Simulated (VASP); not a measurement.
## Te: relaxation of cell and atoms with PBEsol

Crystal: Te.

```xyz
3
Lattice="4.3117 0.0000 0.0000 -2.1559 3.7341 0.0000 0.0000 0.0000 5.9713" Properties=species:S:1:pos:R:3 pbc="T T T"
Te    1.2248    0.0000    1.9904
Te   -0.6124    1.0607    3.9808
Te    1.5435    2.6733    0.0000
```

* Program: VASP 6.6.1
* Task: relaxation of cell and atoms
* Functional: PBEsol
* Potentials or basis: VASP PAW PBE potentials, release 64 (Te)
* Cutoff: 600 eV
* k mesh: 9 × 9 × 6
* Occupations: gaussian, width 0.03 eV
* Spin: no spin polarisation
* Further INCAR settings: ALGO = Normal; EDIFF = 1e-07; IBRION = 2; EDIFFG = -0.005; NSW = 90; ISIF = 3

The energy gained by relaxing is 0.0 meV/atom, the ionic steps are 5 and the pressure after relaxing is 0.0 GPa. The band gap on the k mesh is none (metal or under the smearing width).

Final structure:
```
Te
1.0
     4.31487    0.00000    0.00000
    -2.15744    3.73679    0.00000
     0.00000    0.00000    5.96232
Te
3
Direct
  0.28453 0.00000 0.33333
  0.00000 0.28453 0.66667
  0.71547 0.71547 0.00000
```

Levels at points of the mesh, in eV from the Fermi level:
```tsv
k point	band 7	band 8	band 9	band 10	band 11	band 12
(0.00, 0.00, 0.00)	-1.79	-1.79	-1.15	0.98	0.98	1.67
(0.00, 0.00, 0.50)	-1.28	-0.86	-0.86	0.23	0.29	0.29
```

Run time: 69 s on 1 thread of Intel(R) Xeon(R) 6975P-C (Granite Rapids), on a shared host, peak memory 0.29 GiB.

Caveat: the PAW data sets were made with another functional, which shifts forces and pressure a little. The run has no spin-orbit coupling, so splittings on Te are missing.
